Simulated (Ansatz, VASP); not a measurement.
# SnO2 in two plane-wave programs

Wanted: the spread between two codes on one cell, functional and k mesh. The cell is taken from a series of runs on this material, whose earlier steps may have relaxed, scaled, displaced or heated it; both programs get it as it stands.

Calculated with Ansatz 0.2.0; plane waves, with VASP 6.6.1 beside it; single point at HSE06.

## Step 1: Set-up

The structure is trigonal, space group R-3m (No. 166). Conventional cell: a = 3.208 Å, b = 3.208 Å, c = 12.250 Å, α = 90.00°, β = 90.00°, γ = 120.00°. Sn has 6 O at 2.09 Å nearest. Nearest to O lie 3 Sn at 2.09 Å. Farther neighbours and most contacts between anions are not listed.

## Step 2: VASP: single point, HSE06

With cell and atoms fixed, the geometry can't cause a difference; cores, projectors, grids and the points listed under the comparison can.

Lines of VASP's logs that name or quote its potential files are left out, and so is its time.

The run reads the wave functions of an earlier VASP run, which isn't shown here.

INCAR

```
SYSTEM = SnO2
PREC = Accurate
ENCUT = 520
EDIFF = 1E-06
NELM = 100
ISMEAR = 0
SIGMA = 0.01
LREAL = .FALSE.
ALGO = Normal
LHFCALC = .TRUE.
AEXX = 0.25
GGA = PE
HFSCREEN = 0.208
LASPH = .TRUE.
NBANDS = 19
PRECFOCK = Fast
LORBIT = 11
LWAVE = .FALSE.
LCHARG = .FALSE.
KPAR = 8
ISIF = 2
```

POSCAR

```
SnO2
1.0
    1.6039274505      0.9260279453      4.0833594275
   -1.6039274505      0.9260279453      4.0833594275
    0.0000000000     -1.8520558907      4.0833594275
Sn O
1 2
Direct
    0.5000000000      0.5000000000      0.5000000000
    0.2451630112      0.2451630112      0.2451630112
    0.7548369888      0.7548369888      0.7548369888
```

KPOINTS

```
Automatic mesh
0
Gamma
6 6 6
0 0 0
```

The projector-augmented-wave data sets are Sn_d and O (PBE family, release 64).

On the command line:

```sh
mpirun -np 8 vasp_std
```

Numbers of over 12 decimals in the logs are rounded to 6 here.

What it wrote:

```text
[banner, memory and clock lines left out]
running    8 mpi-ranks, on    1 nodes
 distrk:  each k-point on    1 cores,    8 groups
 distr:  one band on    1 cores,    1 groups

 POSCAR found type information on POSCAR SnO
 POSCAR found :  2 types and       3 ions
|                                                                             |
|           W    W    AA    RRRRR   N    N  II  N    N   GGGG   !!!           |
|           W    W   A  A   R    R  NN   N  II  NN   N  G    G  !!!           |
|           W    W  A    A  R    R  N N  N  II  N N  N  G       !!!           |
|           W WW W  AAAAAA  RRRRR   N  N N  II  N  N N  G  GGG   !            |
|           WW  WW  A    A  R   R   N   NN  II  N   NN  G    G                |
|           W    W  A    A  R    R  N    N  II  N    N   GGGG   !!!           |
|                                                                             |
|     For optimal performance we recommend to set                             |
|       NCORE = 2 up to number-of-cores-per-socket                            |
|     NCORE specifies how many cores store one orbital (NPAR=cpu/NCORE).      |
|     This setting can greatly improve the performance of VASP for DFT.       |
|     The default, NCORE=1 might be grossly inefficient on modern             |
|     multi-core architectures or massively parallel machines. Do your        |
|     Unfortunately you need to use the default for GW and RPA                |
|     calculations (for HF NCORE is supported but not extensively tested      |
|     yet).                                                                   |
|                                                                             |

 LDA part: xc-table for (Slater+PW92), standard interpolation
 found WAVECAR, reading the header
 POSCAR, INCAR and KPOINTS ok, starting setup
 FFT: planning ... GRIDC
 FFT: planning ... GRID_SOFT
 FFT: planning ... GRID
 reading WAVECAR
 the WAVECAR file was read successfully
 initial charge from wavefunction
 entering main loop
       N       E                     dE             d eps       ncg     rms          rms(c)
DAV:   1    -0.230268722856E+02   -0.23027E+02   -0.69717E-01  1309   0.822E+00    0.958E-01
DAV:   2    -0.230362485084E+02   -0.93762E-02   -0.42870E-02  1426   0.219E+00    0.851E-01
DAV:   3    -0.230343313291E+02    0.19172E-02   -0.38847E-03  1823   0.864E-01    0.572E-01
DAV:   4    -0.230338744471E+02    0.45688E-03   -0.75588E-04  1610   0.271E-01    0.335E-01
DAV:   5    -0.230336756689E+02    0.19878E-03   -0.12021E-04  1306   0.123E-01    0.194E-01
DAV:   6    -0.230336171031E+02    0.58566E-04   -0.38948E-05  1383   0.699E-02    0.115E-01
DAV:   7    -0.230335988040E+02    0.18299E-04   -0.90010E-06  1524   0.432E-02    0.691E-02
DAV:   8    -0.230335935377E+02    0.52663E-05   -0.35027E-06  1322   0.264E-02    0.414E-02
DAV:   9    -0.230335922170E+02    0.13206E-05   -0.90337E-07   693   0.143E-02    0.248E-02
DAV:  10    -0.230335919774E+02    0.23965E-06   -0.83064E-07   708   0.106E-02
   1 F= -.23033592E+02 E0= -.23033592E+02  d E =-.107091E-90
```

OUTCAR, selected parts (step 2):

```text
ion  position               nearest neighbor table
   1  0.500  0.500  0.500-   2 2.09   2 2.09   3 2.09   3 2.09   2 2.09   3 2.09
   2  0.245  0.245  0.245-   1 2.09   1 2.09   1 2.09
   3  0.755  0.755  0.755-   1 2.09   1 2.09   1 2.09

  LATTYP: Found a trigonal (rhomboedric) cell.
 ALAT       =     4.4837412098
 COS(alpha) =     0.7440716719

 Subroutine GETGRP returns: Found 12 space group operations
 (whereof 12 operations were pure point group operations)

The static configuration has the point symmetry D_3d.

 Found     32 irreducible k-points:

   k-points           NKPTS =     32   k-points in BZ     NKDIM =    216   number of bands    NBANDS=     19

   dimension x,y,z NGX =    36 NGY =   36 NGZ =   36
   dimension x,y,z NGXF=    72 NGYF=   72 NGZF=   72

   ENCUT  =  520.0 eV  38.22 Ry    6.18 a.u.   8.34  8.34  8.34*2*pi/ulx,y,z

   NELECT =      26.0000    total number of electrons

 k-points in reciprocal lattice and weights: Automatic mesh
   0.00000000  0.00000000  0.00000000       0.005
   0.16666667 -0.00000000 -0.00000000       0.028
   0.33333333 -0.00000000 -0.00000000       0.028
   0.50000000 -0.00000000 -0.00000000       0.014
   0.16666667  0.16666667 -0.00000000       0.028
   0.33333333  0.16666667 -0.00000000       0.056
   0.50000000  0.16666667  0.00000000       0.056
  -0.33333333  0.16666667  0.00000000       0.056
  -0.16666667  0.16666667  0.00000000       0.028
[...]
-0.33333333  0.50000000  0.33333333       0.028
   0.50000000  0.50000000  0.50000000       0.005

  exchange ACFDT corr.  =         0.00000000  see jH, gK, PRB 81, 115126

 average (electrostatic) potential at core
       1 -93.7379       2 -61.8180       3 -61.8180

 E-fermi :   4.7063

 k-point     1 :       0.0000    0.0000    0.0000
  band No.  band energies     occupation
    ...
      9       3.0129      2.00000
     10       3.0129      2.00000
     11       3.2084      2.00000
     12       3.2084      2.00000
     13       4.5653      2.00000
     14       7.8246      0.00000
     15      11.7322      0.00000
     16      17.3081      0.00000
     17      17.3081      0.00000
     18      20.5135      0.00000
    ...

 k-point     2 :       0.1667   -0.0000   -0.0000
  band No.  band energies     occupation
    ...
      9       1.4866      2.00000
     10       2.3075      2.00000
     11       2.5790      2.00000
     12       3.4804      2.00000
     13       4.3869      2.00000
     14       9.4998      0.00000
     15      12.8450      0.00000
     16      15.8001      0.00000
     17      18.0681      0.00000
     18      20.9331      0.00000
    ...

 k-point     3 :       0.3333   -0.0000   -0.0000
  band No.  band energies     occupation
    ...
      9       0.5043      2.00000
     10       1.4350      2.00000
     11       1.8511      2.00000
     12       3.5451      2.00000
     13       3.7669      2.00000
     14      11.6059      0.00000
     15      14.1639      0.00000
     16      15.7622      0.00000
     17      19.4540      0.00000
     18      19.5606      0.00000
    ...

  Total        0.4993946      0.4993946      0.6907909      0.0000000     -0.0000000      0.0000000
  in kB       21.9875462     21.9875462     30.4144194      0.0000000     -0.0000000      0.0000000
  external PRESSURE =      24.7965039 kB  Pullay stress =       0.0000000 kB

  energy-cutoff  :      520.00
  volume of cell :       36.39
      direct lattice vectors                 reciprocal lattice vectors
     1.603927451  0.926027945  4.083359427     0.311734798  0.179980170  0.081632131
    -1.603927451  0.926027945  4.083359427    -0.311734798  0.179980170  0.081632131
     0.000000000 -1.852055891  4.083359427     0.000000000 -0.359960339  0.081632131

 POSITION                                       TOTAL-FORCE (eV/Angst)
 -----------------------------------------------------------------------------------
      0.00000     -0.00000      6.12504         0.000000      0.000000     -0.000000
      0.00000     -0.00000      3.00327         0.000000      0.000000     -0.183192
      0.00000     -0.00000      9.24681         0.000000     -0.000000      0.183192
 -----------------------------------------------------------------------------------
    total drift:                               -0.000000      0.000000     -0.000000

  FREE ENERGIE OF THE ION-ELECTRON SYSTEM (eV)
  ---------------------------------------------------
  free  energy   TOTEN  =       -23.0335919774 eV

  energy  without entropy=      -23.0335919774  energy(sigma->0) =      -23.03359198

 total charge
# of ion       s       p       d       tot
------------------------------------------
    1        0.878   1.085  10.363  12.326
    2        1.577   3.499   0.000   5.076
    3        1.577   3.499   0.000   5.076
--------------------------------------------------
tot          4.032   8.082  10.363  22.477

[... 3 further parts left out ...]
```

The run ends at a pressure of 2.48 GPa, with forces up to 0.18 eV/Å.

## Step 3: Ansatz: single point, HSE06

Ansatz runs on PAW files that the input asks for by source.

The same cell, functional and mesh now go to Ansatz, which takes its cutoff from its data sets.

input.yaml

```yaml
crystal:
  lattice:
    - [1.6039274505, 0.9260279453, 4.0833594275]
    - [-1.6039274505, 0.9260279453, 4.0833594275]
    - [0.0, -1.8520558907, 4.0833594275]
  atoms:
    - { symbol: Sn, position: [0.5, 0.5, 0.5] }
    - { symbol: O, position: [0.2451630112, 0.2451630112, 0.2451630112] }
    - { symbol: O, position: [0.7548369888, 0.7548369888, 0.7548369888] }
kpoints:
  mp_grid: { grid: [6, 6, 6] }
hamiltonian:
  xc: hse06
  pseudopotentials: { kind: paw, source: ansatz }
scf:
  occupations: { method: fixed }
  n_extra_bands: 5
  lower_state_search: "off"
  convergence: { dr2_threshold: 1.0e-09 }
output:
  eigenvalues: true
```

On the command line:

```sh
ansatz run input.yaml --threads 8 --pin off --max-ram 18432MiB --backend cpu --events-out ev --progress --plain --runs-dir out
```

What it wrote:

```text
scf.n_extra_bands = 5 over 17 filled bands (N_el = 34.0): the run solves 22 bands
Engine: ansatz 0.2.0, aarch64-unknown-linux-gnu
Pseudopotentials: kind: paw
Pseudopotential: Sn, paw, valence charge 22, recommended cutoff 640 eV (normal), Sn.paw.azcp
Pseudopotential: O, paw, valence charge 6, recommended cutoff 930 eV (normal), O.paw.azcp
Functional definition: HSE06
  parameter a = 0.25
  parameter omega = 0.11/bohr
  exchange = pbe_x - a*pbe_x_sr(omega) + a*exact_x_sr(omega)
  correlation = pbe_c
davidson cushion auto → on  (no smearing: the cushion is to keep the highest requested band from converging to the state above it; pin scf.eigensolver.cushion to override)
Crystal: 3 atoms, lattice volume = 36.390 Å³
Basis set: ecut = 930 eV, 2319 PW (Γ)
Bands: 22, of which v1, the nominal top of the filled ones, is band 17 counted from 1 (16 counted from 0)
Symmetry: 12 space group operations
Space group: R-3m (ITA 166), of the structure as read, at distance tolerance 3.3e-5 Å
k-points: 32 of 216
Non-local potential: Sn, projectors of the file, l = 0: 3, l = 1: 3, l = 2: 3, l = 3: 2
Non-local potential: O, projectors of the file, l = 0: 2, l = 1: 2, l = 2: 1
PAW form: soft (Blöchl's): semilocal exchange-correlation on the pseudo side does not see the compensation charge
PAW frozen core: Sn, regenerated for the run's functional, and the local potential with it (the file was generated under x = pbe(κ = 0.804, μ = 0.219515), c = pbe(β = 0.066725))
PAW frozen core: O, regenerated for the run's functional, and the local potential with it (the file was generated under x = pbe(κ = 0.804, μ = 0.219515), c = pbe(β = 0.066725))
PAW one-centre angular grid: Sn, 590 points (default); XC on 96 Gauss nodes
PAW one-centre angular grid: O, 110 points (default); XC on 64 Gauss nodes
Initial density: superposition of atomic densities (chi_scale 0.1, normalization cell, long waves kept (reshape's long-wave potential 0.04 eV rms))
Initial wavefunctions: pseudopotential atomic-orbital guess
Functional: x = pbe(κ = 0.804, μ = 0.219515), c = pbe(β = 0.066725), warm-up for x = pbe(κ = 0.804, μ = 0.219515) + 0.25 (exact − pbe) at short range (hse, ω = 0.207870 Å⁻¹), c = pbe(β = 0.066725); HSE06 as pw.x's `hse` composes it (authors' and Libxc's form: `xc: wpbeh`)
SCF iter   1: F=—  HF=-10859.923016 eV  |F-HF|=—  |Δ(HF+E_count)|=         —  Δρ=7.86e-2  dr2=1.62e0  ethr=1.00e-1  ⟨swp⟩=5.7  Hψ=2094  notcnv=0
preconditioner: auto → none  [insulator: Δε(μ)=1.786 eV  Ē_g=21.758 eV  n_scr=14 (ndim 8)  ℏωp=31.4 eV  f_vac=0.035]
iter 2 solved again at ethr=3.53e-4 eV; its pass at ethr=4.76e-3 eV (dr2=1.20e-1 eV) is discarded
SCF iter   2: F=—  HF=-10859.472822 eV  |F-HF|=—  |Δ(HF+E_count)|=   4.50e-1  Δρ=3.26e-2  dr2=1.21e-1  ethr=3.53e-4  ⟨swp⟩=2.3  Hψ=3622  notcnv=0  defer=3
SCF iter   3: F=—  HF=-10859.480181 eV  |F-HF|=—  |Δ(HF+E_count)|=   7.36e-3  Δρ=1.23e-2  dr2=2.46e-2  ethr=3.53e-4  ⟨swp⟩=2.4  Hψ=1581  notcnv=0
SCF iter   4: F=—  HF=-10859.486341 eV  |F-HF|=—  |Δ(HF+E_count)|=   6.16e-3  Δρ=6.75e-3  dr2=1.18e-2  ethr=7.23e-5  ⟨swp⟩=3.0  Hψ=1957  notcnv=0
SCF iter   5: F=-10859.483108 eV  HF=-10859.483113 eV  |F-HF|=5.26e-6  |Δ(HF+E_count)|=   3.23e-3  Δρ=6.41e-4  dr2=5.32e-5  ethr=3.47e-5  ⟨swp⟩=3.0  Hψ=1823  notcnv=0
SCF 1 stopped early in 5 iterations: F = -10859.483108 eV  dr2 = 5.32e-5
  greatest PAW one-centre occupation: 0.999 electrons in one spin orbital (limit 2), on the Sn atom at site 0 (counted from 0), in its partial waves of l = 0
Initial density: handed on by an earlier stage of this run
Initial wavefunctions: those handed on with the density
Functional: x = pbe(κ = 0.804, μ = 0.219515) + 0.25 (exact − pbe) at short range (hse, ω = 0.207870 Å⁻¹), c = pbe(β = 0.066725); HSE06 as pw.x's `hse` composes it (authors' and Libxc's form: `xc: wpbeh`)
Exchange kernel: α = 0.2500, screened, ω = 0.2079 Å⁻¹, Wigner–Seitz truncation, v(0) = 1044.6539 eV·Å³, q-mesh 6×6×6, nearest image of the exchange supercell L = 19.25 Å, pair-density grid 30×30×30, without the augmentation charges, whose exchange is taken in its separable form by FFT convolution over the k-point mesh (sized by the pseudopotential files, 27×27×45 at the most), smooth part of the exact exchange by density-matrix convolution
Frozen-core exchange: fock
SCF iter   1: F=—  HF=-10863.162532 eV  |F-HF|=—  |Δ(HF+E_count)|=         —  Δρ=1.04e-2  dr2=2.90e-2  ethr=1.57e-6  ⟨swp⟩=6.8  Hψ=3720  notcnv=0
preconditioner: auto → none  [insulator: Δε(μ)=3.279 eV  Ē_g=23.808 eV  n_scr=14 (ndim 8)  ℏωp=31.4 eV  f_vac=0.088]
SCF iter   2: F=—  HF=-10863.154138 eV  |F-HF|=—  |Δ(HF+E_count)|=   8.39e-3  Δρ=4.28e-3  dr2=3.94e-3  ethr=1.57e-6  ⟨swp⟩=4.0  Hψ=2478  notcnv=0
SCF iter   3: F=—  HF=-10863.166100 eV  |F-HF|=—  |Δ(HF+E_count)|=   1.20e-2  Δρ=2.19e-3  dr2=1.40e-3  ethr=1.57e-6  ⟨swp⟩=4.0  Hψ=2329  notcnv=0
SCF iter   4: F=—  HF=-10863.165640 eV  |F-HF|=—  |Δ(HF+E_count)|=   4.60e-4  Δρ=4.68e-4  dr2=1.05e-4  ethr=1.57e-6  ⟨swp⟩=3.0  Hψ=1785  notcnv=0
SCF iter   5: F=—  HF=-10863.165848 eV  |F-HF|=—  |Δ(HF+E_count)|=   2.07e-4  Δρ=3.99e-4  dr2=5.28e-5  ethr=1.75e-7  ⟨swp⟩=3.4  Hψ=1897  notcnv=0  defer=1
SCF iter   6: F=-10863.165834 eV  HF=-10863.165834 eV  |F-HF|=1.07e-7  |Δ(HF+E_count)|=   1.40e-5  Δρ=4.62e-5  dr2=5.50e-6  ethr=1.40e-7  ⟨swp⟩=3.0  Hψ=1820  notcnv=0
SCF 2 stopped early in 6 iterations: F = -10863.165834 eV  dr2 = 5.50e-6
  greatest PAW one-centre occupation: 1.000 electrons in one spin orbital (limit 2), on the Sn atom at site 0 (counted from 0), in its partial waves of l = 0
hybrid outer 1: dexx = +1.404e-2 eV, tail = 1.61e-5 eV
Exchange kernel: α = 0.2500, screened, ω = 0.2079 Å⁻¹, Wigner–Seitz truncation, v(0) = 1044.6539 eV·Å³, q-mesh 6×6×6, nearest image of the exchange supercell L = 19.25 Å, pair-density grid 30×30×30, without the augmentation charges, whose exchange is taken in its separable form by FFT convolution over the k-point mesh (sized by the pseudopotential files, 27×27×45 at the most), smooth part of the exact exchange by density-matrix convolution
Frozen-core exchange: fock
SCF iter   1: F=—  HF=-10863.165800 eV  |F-HF|=—  |Δ(HF+E_count)|=         —  Δρ=7.18e-5  dr2=6.23e-7  ethr=2.37e-7  ⟨swp⟩=2.7  Hψ=1596  notcnv=0
preconditioner: auto → none  [insulator: Δε(μ)=3.296 eV  Ē_g=23.852 eV  n_scr=14 (ndim 8)  ℏωp=31.4 eV  f_vac=0.091]
iter 2 solved again at ethr=3.93e-11 eV; its pass at ethr=1.68e-9 eV (dr2=1.34e-8 eV) is discarded
SCF iter   2: F=—  HF=-10863.165800 eV  |F-HF|=—  |Δ(HF+E_count)|=   2.32e-8  Δρ=1.55e-5  dr2=1.93e-8  ethr=3.93e-11  ⟨swp⟩=2.6  Hψ=4160  notcnv=0
SCF iter   3: F=—  HF=-10863.165800 eV  |F-HF|=—  |Δ(HF+E_count)|=   8.71e-8  Δρ=4.52e-6  dr2=2.17e-9  ethr=3.89e-11  ⟨swp⟩=4.2  Hψ=2383  notcnv=0  defer=3
SCF iter   4: F=-10863.165800 eV  HF=-10863.165800 eV  |F-HF|=3.46e-11  |Δ(HF+E_count)|=  8.15e-10  Δρ=1.12e-6  dr2=1.33e-10  ethr=5.71e-12  ⟨swp⟩=3.0  Hψ=2063  notcnv=0
SCF 3 converged in 4 iterations: F = -10863.165800 eV  dr2 = 1.33e-10
hybrid outer 2: dexx = +1.151e-7 eV, tail = 1.73e-9 eV, Δε = 2.44e-3 eV (about 3.37e-5 eV left of the loop's levels)
the search or the solves at the SCF's close seem to have found levels that the self-consistency loop had missed (the run counts 1). By its estimate they hold under 1e-12 electrons; where the run keeps them, the occupations were computed again with them
hybrid SCF converged: 2 outer / 10 inner (+5 warm-up), last move |dexx| = 1.15e-7 eV, tail = 1.73e-9 eV
Stability not checked: this state was not tested for a lower state beside it, because the functional holds exact exchange (a hybrid, or Hartree-Fock), whose exchange loop this test does not read (fock_operator; see scf.lower_state_search)
Free energy (F): -10863.165800 eV
Frozen-core exchange: fock
Harris-Foulkes:  -10863.165800 eV  (|F-HF|=3.46e-11)
Internal energy: -10863.165800 eV  (E = F + TS)
E sigma→0 (E₀):  -10863.165800 eV
Fermi energy:    9.473610 eV
--- Per-component energies (eV) ---
  E_band       = -791.913012
  E_kinetic    = 1292.525939
  E_local      = -5947.544843  (includes V_loc(G=0)·N_el)
  E_nonlocal   = 423.751581
  E_hartree    = 2359.738249
  E_xc         = -318.009025
  E_vxc        = -408.697274  (∫ρ·V_xc dr)
  E_exx        = -143.505057  (= α·E_x^exact, valence–valence)
  E_paw        = -4581.801489  (= ΣΔE_a)
  E_vpaw       = -584.414461  (= ΣTr[D̂ρ^β])
  E_aug_tail   = -0.000003  (compensation charges beyond the density's cutoff)
  E_ewald      = -3947.622179
  E_core_change = -0.698973  (= ΣΔE_core)
  E_smearing   = -0.000000  (= −TS)
  E_closure    = 0.000000  (closes the sum)
  Σ components = -10863.165800   (vs F -10863.165800, Δ=0.00e0)
--- Band table (eV; the first three rows and the last of 32) ---
  k-point 0: bands = [... 13 lower, 7.9291, 8.1292, 8.1292, 9.4736, 12.7701, 16.6568, 22.2308, 22.2308, ... 1 higher]
  k-point 1: bands = [... 13 lower, 7.2274, 7.5015, 8.3980, 9.2945, 14.4377, 17.7694, 20.7245, 22.9911, ... 1 higher]
  k-point 2: bands = [... 13 lower, 6.3562, 6.7663, 8.4626, 8.6763, 16.5410, 19.0932, 20.6777, 24.3765, ... 1 higher]
  k-point 31: bands = [... 13 lower, 7.6060, 7.6060, 8.3657, 8.3657, 15.0457, 17.2205, 22.9350, 22.9350, ... 1 higher]
```

The column dr2 measures how far the density is from self-consistency, as an energy; F and HF (Harris–Foulkes) agree once it is small.

## Step 4: Comparison

Known differences besides the potentials themselves: exact exchange at q = 0 is treated differently, which shows on coarse meshes; VASP keeps PBE cores, Ansatz makes them for the functional; fixed occupations in Ansatz, narrow Gaussian smearing in VASP; the data sets hold 34 valence electrons in Ansatz (on PAW files that the input asks for by source) and 26 in VASP; the cutoff is 930 eV in Ansatz and 520 eV in VASP; VASP takes a coarser grid for exact exchange (PRECFOCK = Fast). Total energies have different zeros and are not compared.

The two programs side by side:

| quantity | Ansatz | VASP | difference |
| --- | --- | --- | --- |
| gap on the k mesh (eV) | 3.296 | 3.259 | +0.037 |

A gap on the mesh is an upper bound, since the band edges may lie between its points.

## Step 5: What came out

```json
{"difference in gap on the k mesh (single point, HSE06)": "0.037 eV"}
```

The difference in gap on the k mesh is 0.037 eV (single point, HSE06), within the 0.08 eV picked in this series as the mark of a large difference. The data sets hold unlike numbers of valence electrons (34 in Ansatz and 26 in VASP), so part of the differences comes from the potentials. Such differences can come from data sets, numerical settings and the points named under the comparisons, not from the functional's error against experiment.

[Lines on the potential files, build, host, timing and source positions are cut from VASP's logs without a mark.]

[Logs are printed without paths, hosts, clocks, repeated set-up lines and the standing remarks that a program may print on its own settings, such as how far it seeks lower states.]

[Hosts, paths, dates, database ids (printed as entryN), source tags and the programs' standing remarks are cut or masked in the printed files.]
